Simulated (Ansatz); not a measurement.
TiAl: changing the strain (εxy = 0.5 s)

```
Ti Al
1.0
     2.83730    0.00000    0.00000
     0.00000    2.83730    0.00000
     0.00000    0.00000    4.05910
Ti Al
1 1
Direct
  0.00000 0.00000 0.00000
  0.50000 0.50000 0.50000
```

Kept alike: task single point; functional PBE; k mesh 8 × 8 × 6; occupations fermi-dirac, width 0.05 eV; no spin polarisation. Program: Ansatz, Ansatz PAW, cutoff 420 eV. The mesh is that of the run's cell of 2 atoms. No spin-orbit coupling.

| s | stress xy (GPa) | free energy over the lowest row (meV/atom) |
| --- | --- | --- |
| -0.01 | 0.46 | 0.23 |
| 0 | 0.00 | 0.00 |
| 0.01 | -0.46 | 0.23 |

Stress is positive in compression, with a Pulay correction for the finite cutoff. The cell shown is the unstrained one; x, y and z are its Cartesian axes; atoms keep their fractions. For a metal such a mesh leaves the last digits unconverged. Shear stress takes the same sign, opposite to σ = Cε, so its slope is minus the stiffness.

Question: What does the strain (εxy = 0.5 s) change here?

Answer: The stress xy falls from 0.46 to -0.46 GPa between -0.01 and 0.01. The free energy is lowest at 0, and 0.23 meV an atom higher at -0.01; 0.01.
